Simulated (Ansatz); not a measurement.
Re: eigenvalues along the path

```yaml
crystal:
  lattice:
    - [0.00000, 1.97500, 1.97500]
    - [1.97500, 0.00000, 1.97500]
    - [1.97500, 1.97500, 0.00000]
  atoms:
    - { symbol: Re, position: [0.00000, 0.00000, 0.00000] }
```

The geometry is COD entry 1534939, unchecked; take it as a test cell.

These are results of DFT, PBE, all-electron LAPW, Dirac equation with spin-orbit coupling (Ansatz 0.2.0), not measurements.

Sampling and basis: a Γ-centred 14×14×14 k mesh, Fermi–Dirac smearing of 0.03 eV, basis error target 1 meV/atom, no spin polarisation.

Path points, in fractions of the reciprocal vectors: Γ (0.000, 0.000, 0.000), X (0.500, 0.000, 0.500), U (0.625, 0.250, 0.625), K (0.375, 0.375, 0.750), L (0.500, 0.500, 0.500), W (0.500, 0.250, 0.750). Levels in eV from the Fermi level, one of each degenerate spinor pair; bands 33 to 45, counted from the lowest band of the run. The gap is zero.

```
# k(1/Å) point b33 b35 b37 b39 b41 b43 b45
0.000 Γ -9.83 -2.03 -2.03 -1.43 1.29 1.29 12.99
0.318 - -9.24 -2.40 -1.72 -1.20 0.69 1.47 14.11
0.636 - -7.71 -3.48 -1.16 -0.20 -0.19 1.99 16.98
0.954 - -6.28 -4.59 -1.26 1.08 1.43 2.74 15.65
1.273 - -6.25 -5.36 0.67 2.98 3.03 3.75 12.36
1.591 X -6.46 -5.63 2.33 3.45 4.02 4.72 10.98
1.703 - -6.40 -5.58 1.87 3.36 4.20 4.96 10.74
1.816 - -6.24 -5.41 1.07 3.02 4.16 5.79 9.95
1.928 - -5.99 -5.14 0.25 2.51 3.95 6.86 9.02
2.041 - -5.70 -4.76 -0.52 1.94 3.65 7.70 8.43
2.153 U -5.37 -4.35 -1.20 1.38 3.29 7.18 9.39
2.348 - -5.05 -4.09 -1.81 0.88 3.33 7.31 9.65
2.543 - -4.55 -3.84 -2.63 0.42 3.47 8.03 9.19
2.738 - -4.55 -3.84 -2.63 0.42 3.47 8.03 9.19
2.932 - -5.05 -4.09 -1.81 0.88 3.33 7.31 9.65
3.127 K -5.37 -4.35 -1.20 1.38 3.29 7.18 9.39
3.465 - -4.49 -3.53 -2.70 0.07 1.97 6.08 11.83
3.802 - -5.49 -3.30 -2.53 -0.40 0.58 4.66 13.01
4.139 - -7.50 -3.04 -1.63 -0.58 0.04 2.31 14.68
4.477 - -9.18 -2.34 -1.79 -1.22 0.84 1.33 14.20
4.814 Γ -9.83 -2.03 -2.03 -1.43 1.29 1.29 12.99
5.090 - -9.39 -2.20 -1.88 -1.31 1.09 1.20 13.81
5.365 - -8.25 -2.62 -1.70 -0.97 0.92 1.30 14.11
5.641 - -7.07 -2.44 -1.87 -1.14 1.67 2.12 12.24
5.916 - -6.62 -2.18 -1.52 -1.05 2.84 3.28 10.50
6.192 L -6.58 -2.31 -1.68 0.00 3.39 3.85 9.40
6.417 - -6.29 -2.47 -1.64 -0.52 3.49 4.44 9.17
6.642 - -5.52 -3.19 -1.56 -0.89 3.29 6.00 8.65
6.867 - -4.51 -3.99 -2.36 0.00 3.14 7.75 8.26
7.092 - -4.55 -3.57 -2.92 0.35 3.72 8.38 9.31
7.317 W -4.75 -3.20 -3.05 0.22 4.32 9.46 9.51
7.476 - -4.98 -4.00 -2.11 0.61 4.32 8.81 9.67
7.635 - -5.50 -4.70 -0.96 1.51 4.32 7.70 9.84
7.794 - -6.00 -5.21 0.28 2.51 4.33 6.41 10.17
7.953 - -6.34 -5.52 1.53 3.24 4.29 5.19 10.69
8.112 X -6.46 -5.63 2.33 3.45 4.02 4.72 10.98
```
